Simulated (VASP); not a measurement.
# P (P6_3/mmc) in VASP: further runs

One crystal, P, is run at these levels: revPBE; tasks: single point.

All numbers are computed with VASP 6.6.1; they aren't measurements. Logs are shortened: lines on timing, memory, paths and dates and some standing lists are left out, and cuts for length are marked.

### 1 The crystal as given

It takes space group P6_3/mmc (No. 194, hexagonal). Conventional cell: a = 3.301 Å, b = 3.301 Å, c = 3.239 Å, α = 90.00°, β = 90.00°, γ = 120.00°. P (site symmetry -6m2) has 6 P at 2.50 Å as nearest neighbours.

This isn't the form of P at room conditions, which is orthorhombic.

### 2 Single point, revPBE

INCAR

```
PREC = Accurate
ENCUT = 520
EDIFF = 1E-7
ISMEAR = -1
SIGMA = 0.1
LREAL = F
LASPH = T
NELM = 80
ALGO = Fast
ISIF = 2
LWAVE = F
LCHARG = F
GGA = RE
NBANDS = 12
```

KPOINTS

```
Automatic mesh
0
Gamma
  18 18 16
```

POSCAR

```
P
1.0
    3.3007523934      0.0000000000      0.0000000000
   -1.6503761967      2.8585354243      0.0000000000
    0.0000000000      0.0000000000      3.2392356635
P
2
Direct
    0.3333333333      0.6666666667      0.2500000000
    0.6666666667      0.3333333333      0.7500000000
```

Potentials or basis: VASP PAW PBE potentials, release 64 (P).

Command:

```bash
$ cat potpaw_PBE.64/P/POTCAR > POTCAR
$ mpirun -np 1 vasp_std > vasp.out
```

OUTCAR:

```text
PREC = Accurate
   ENCUT = 520
   EDIFF = 1E-7
   ISMEAR = -1
   LREAL = F
   LASPH = T
   NELM = 80
   ISIF = 2
   GGA = RE

 ion  position               nearest neighbor table
   1  0.333  0.667  0.250-   2 2.50   2 2.50   2 2.50   2 2.50   2 2.50   2 2.50
   2  0.667  0.333  0.750-   1 2.50   1 2.50   1 2.50   1 2.50   1 2.50   1 2.50

  LATTYP: Found a hexagonal cell.
 ALAT       =     3.3007523934
 C/A-ratio  =     0.9813628159

  Lattice vectors:

 A1 = (   3.3007523934,   0.0000000000,   0.0000000000)
 A2 = (  -1.6503761967,   2.8585354243,   0.0000000000)
 A3 = (   0.0000000000,   0.0000000000,   3.2392356635)

Analysis of symmetry for initial positions (statically):
=====================================================================
 Subroutine PRICEL returns:
 Original cell was already a primitive cell.

 Routine SETGRP: Setting up the symmetry group for a
 hexagonal supercell.

 Subroutine GETGRP returns: Found 24 space group operations
 (whereof 12 operations were pure point group operations)
 out of a pool of 24 trial point group operations.

The static configuration has the point symmetry D_3d.
 The point group associated with its full space group is D_6h.

Analysis of symmetry for dynamics (positions and initial velocities):
=====================================================================
 Subroutine PRICEL returns:
 Original cell was already a primitive cell.

 Routine SETGRP: Setting up the symmetry group for a
 hexagonal supercell.

 Subroutine GETGRP returns: Found 24 space group operations
 (whereof 12 operations were pure point group operations)
 out of a pool of 24 trial point group operations.

The dynamic configuration has the point symmetry D_3d.
 The point group associated with its full space group is D_6h.

 Subroutine INISYM returns: Found 24 space group operations
 (whereof 12 operations are pure point group operations),
 and found     1 'primitive' translations

----------------------------------------------------------------------------------------

                                     Primitive cell

  volume of cell :      30.5632

  direct lattice vectors                    reciprocal lattice vectors
     3.300752393  0.000000000  0.000000000     0.302961228  0.174914747  0.000000000
    -1.650376197  2.858535424  0.000000000     0.000000000  0.349829494  0.000000000
     0.000000000  0.000000000  3.239235664     0.000000000  0.000000000  0.308714803

  length of vectors
     3.300752393  3.300752393  3.239235664     0.349829494  0.349829494  0.308714803

  position of ions in fractional coordinates (direct lattice)
     0.333333333  0.666666667  0.250000000
     0.666666667  0.333333333  0.750000000

  ion indices of the primitive-cell ions
   primitive index   ion index
                 1           1
                 2           2

----------------------------------------------------------------------------------------

 KPOINTS: Automatic mesh

Automatic generation of k-mesh.
 Grid dimensions read from file:
 generate k-points for:   18   18   16

 Generating k-lattice:

  Cartesian coordinates                     Fractional coordinates (reciprocal lattice)
     0.016831179  0.009717486  0.000000000     0.055555556  0.000000000  0.000000000
     0.000000000  0.019434972  0.000000000     0.000000000  0.055555556  0.000000000
     0.000000000  0.000000000  0.019294675     0.000000000  0.000000000  0.062500000

  Length of vectors
     0.019434972  0.019434972  0.019294675

  Shift w.r.t. Gamma in fractional coordinates (k-lattice)
     0.000000000  0.000000000  0.000000000

 Subroutine IBZKPT returns following result:
 ===========================================

 Found    333 irreducible k-points:

 Following reciprocal coordinates:
            Coordinates               Weight
  0.000000  0.000000  0.000000      1.000000
  0.055556 -0.000000  0.000000      6.000000
  0.111111 -0.000000  0.000000      6.000000
  0.166667 -0.000000  0.000000      6.000000
  0.222222 -0.000000  0.000000      6.000000
  0.277778 -0.000000  0.000000      6.000000
[... 16 lines left out ...]
  0.333333  0.111111  0.000000     12.000000
  0.388889  0.111111  0.000000     12.000000
 [... further k-points ...]
   k-points           NKPTS =    333   k-points in BZ     NKDIM =    333   number of bands    NBANDS=     12
   number of dos      NEDOS =    301   number of ions     NIONS =      2
   total plane-waves  NPLWV =  18816
   dimension x,y,z NGX =    28 NGY =   28 NGZ =   24
   dimension x,y,z NGXF=    56 NGYF=   56 NGZF=   48
   ions per type =               2
   NGX,Y,Z   is equivalent  to a cutoff of  14.10, 14.10, 12.32 a.u.
   NGXF,Y,Z  is equivalent  to a cutoff of  28.21, 28.21, 24.63 a.u.
 SYSTEM =  unknown system
   PREC   = accura    normal or accurate (medium, high low for compatibility)
   ISTART =      0    job   : 0-new  1-cont  2-samecut
   ICHARG =      2    charge: 1-file 2-atom 10-const
   ISPIN  =      1    spin polarized calculation?
   LNONCOLLINEAR =      F non collinear calculations
   LSORBIT =      F    spin-orbit coupling
   LASPH  =      T    aspherical Exc in radial PAW
   ENCUT  =  520.0 eV  38.22 Ry    6.18 a.u.   6.14  6.14  6.02*2*pi/ulx,y,z
   NELM   =     80;   NELMIN=  2; NELMDL= -5     # of ELM steps
   EDIFF  = 0.1E-06   stopping-criterion for ELM
   LREAL  =      F    real-space projection
   EDIFFG = 0.1E-05   stopping-criterion for IOM
   NSW    =      0    number of steps for IOM
   IBRION =     -1    ionic relax: 0-MD 1-quasi-New 2-CG
   NFREE  =      0    steps in history (QN), initial steepest desc. (CG)
   ISIF   =      2    stress and relaxation
   ISYM   =      2    0-nonsym 1-usesym 2-fastsym
   POTIM  = 0.5000    time-step for ionic-motion
   TEBEG  =    0.0;   TEEND  =   0.0 temperature during run
   PSTRESS=    0.0 pullay stress
   NELECT =      10.0000    total number of electrons
   NUPDOWN=      -1.0000    fix difference up-down
   EMIN   =  10.00;   EMAX   =-10.00  energy-range for DOS
   EFERMI =   0.00;   METHOD = LEGACY
   ISMEAR =    -1;   SIGMA  =   0.10  broadening in eV -4-tet -1-fermi 0-gaus
   EFERMI_NEDOS =   21; number of points for ismear=-14 and -15
   IALGO  =     68    algorithm
   IMIX   =      4    mixing-type and parameters
     AMIX     =   0.40;   BMIX     =  1.00
     AMIX_MAG =   1.60;   BMIX_MAG =  1.00
  volume/ion in A,a.u.               =      15.28       103.13
  Fermi-wavevector in a.u.,A,eV,Ry     =   1.128085  2.131771 17.314443  1.272576
  Thomas-Fermi vector in A             =   2.264774
   LORBIT       =      0    0 simple, 1 ext, 2 COOP (PROOUT), +10 PAW based schemes
   GGA     = RE    functional components
   LHFCALC =     F    Hartree Fock is set to
   AEXX    =    0.0000 exact exchange contribution
   IVDW    =     0    specifies the selected vdW correction
   LEPSILON=     F    determine dielectric tensor
   LRPA    =     F    only Hartree local field effects (RPA)
 non-spin polarized calculation
 RMM-DIIS sequential band-by-band and
  energy-cutoff  :      520.00
  volume of cell :       30.56
 maximum number of plane-waves:       846
 NGX is ok and might be reduce to    28
   NGX = 13   NGY = 13   NGZ = 13

 number of electron      10.0000000 magnetization

 number of electron       9.9999998 magnetization

 Free energy of the ion-electron system (eV)
  ---------------------------------------------------
  ext. energy  EPLUGINS =         0.00000000
  ---------------------------------------------------
  free energy    TOTEN  =        -9.30890143 eV

  energy without entropy =       -9.28220056  energy(sigma->0) =       -9.29555100

 E-fermi :   9.1255     XC(G=0): -11.0746

 val. band max:        9.1216896166   @ k =   0.3333   0.3333   0.0000
 cond. band min:       9.1286792097   @ k =   0.1111  -0.0000   0.4375
 fundamental gap:      0.0069895932
 Fermi energy:         9.1254762381

 k-point     1 :       0.0000    0.0000    0.0000
  band No.  band energies     occupation
      1      -7.0462      2.00000
      2       5.1648      2.00000
      3       5.6362      2.00000
      4       7.3737      2.00000
      5       7.3737      2.00000
      6      11.3183      0.00000
      7      11.3183      0.00000
      8      11.8961      0.00000
      9      17.1065      0.00000
     10      17.8406      0.00000
     11      20.5641      0.00000
     12      20.5661      0.00000

 k-point     2 :       0.0556   -0.0000    0.0000
  band No.  band energies     occupation
      1      -6.9965      2.00000
      2       5.2093      2.00000
      3       5.3697      2.00000
      4       7.2453      2.00000
      5       7.3297      2.00000
      6      11.2392      0.00000
      7      11.5134      0.00000
      8      12.1955      0.00000
      9      16.7590      0.00000
     10      18.0245      0.00000
     11      20.4757      0.00000
     12      20.8822      0.00000

 k-point     3 :       0.1111   -0.0000    0.0000
  band No.  band energies     occupation
      1      -6.8478      2.00000
      2       4.6371      2.00000
      3       5.3426      2.00000
      4       6.9265      2.00000
      5       7.3087      2.00000
      6      10.9622      0.00000
      7      12.0259      0.00000
      8      13.0206      0.00000
      9      15.9555      0.00000
     10      18.2815      0.00000
     11      20.1743      0.00000
     12      20.7969      0.00000
[... 286 lines left out ...]
 k-point    23 :       0.3333    0.1111    0.0000
  band No.  band energies     occupation
      1      -4.6074      2.00000
      2      -0.6552      2.00000
      3       4.1138      2.00000
      4       7.3082      2.00000
      5       8.6291      1.98612
      6      11.0591      0.00000
      7      11.2450      0.00000
      8      13.9287      0.00000
      9      14.8232      0.00000
     10      17.5154      0.00000
     11      18.4660      0.00000
     12      22.5533      0.00000

 k-point    24 :       0.3889    0.1111    0.0000
  band No.  band energies     occupation
      1      -4.0558      2.00000
      2      -1.4356      2.00000
      3       3.9470      2.00000
      4       7.7591      2.00000
      5       8.7203      1.96582
      6      10.4090      0.00001
      7      11.6065      0.00000
      8      13.2012      0.00000
      9      15.0236      0.00000
     10      17.3369      0.00000
     11      19.5648      0.00000
     12      22.0914      0.00000

 [... further k-points ...]
[... 5 lines left out ...]
  --------------------------------------------------------------------------------------
  -------------------------------------------------------------------------------------
  Total        0.0779271      0.0779271     -0.2303121      0.0000000     -0.0000000      0.0000000
  in kB        4.0850758      4.0850758    -12.0733624      0.0000000     -0.0000000      0.0000000
  external PRESSURE =      -1.3010703 kB  Pullay stress =       0.0000000 kB

 VOLUME and BASIS-vectors are now :
 -----------------------------------------------------------------------------
  energy-cutoff  :      520.00
  volume of cell :       30.56
      direct lattice vectors                 reciprocal lattice vectors
     3.300752393  0.000000000  0.000000000     0.302961228  0.174914747  0.000000000
    -1.650376197  2.858535424  0.000000000     0.000000000  0.349829494  0.000000000
     0.000000000  0.000000000  3.239235664     0.000000000  0.000000000  0.308714803

 POSITION                                       TOTAL-FORCE (eV/Angst)
 -----------------------------------------------------------------------------------
     -0.00000      1.90569      0.80981         0.000000      0.000000      0.000000
      1.65038      0.95285      2.42943        -0.000000     -0.000000      0.000000
 -----------------------------------------------------------------------------------
    total drift:                                0.000000     -0.000000      0.000000

  FREE ENERGIE OF THE ION-ELECTRON SYSTEM (eV)
  ---------------------------------------------------
  free  energy   TOTEN  =        -9.3089014282 eV

  energy  without entropy=       -9.2822005631  energy(sigma->0) =       -9.29555100
```

Run time: 87 s. Hardware: 1 thread of Intel Xeon Platinum 8488C (Sapphire Rapids), shared host; peak memory 0.21 GiB.

What came out:

```yaml
Free_energy: -9.3089 eV
Pressure: -0.1 GPa
Band_gap_on_the_k_mesh: none (metal or under the smearing width)
```

Levels at points of the mesh, in eV from the Fermi level:
```tsv
k point	band 3	band 4	band 5	band 6	band 7	band 8
(0.00, 0.00, 0.00)	-3.49	-1.75	-1.75	2.19	2.19	2.77
(0.50, 0.00, 0.00)	-4.00	-1.67	-1.30	1.08	2.74	3.17
(0.00, 0.00, 0.50)	0.95	0.95	0.95	0.95	2.95	2.95
(0.50, 0.00, 0.50)	-7.13	-7.13	-0.92	-0.92	2.53	2.53
```

Caveat: the PAW data sets were made with another functional, which shifts forces and pressure a little.

[end of part 1 of 2]
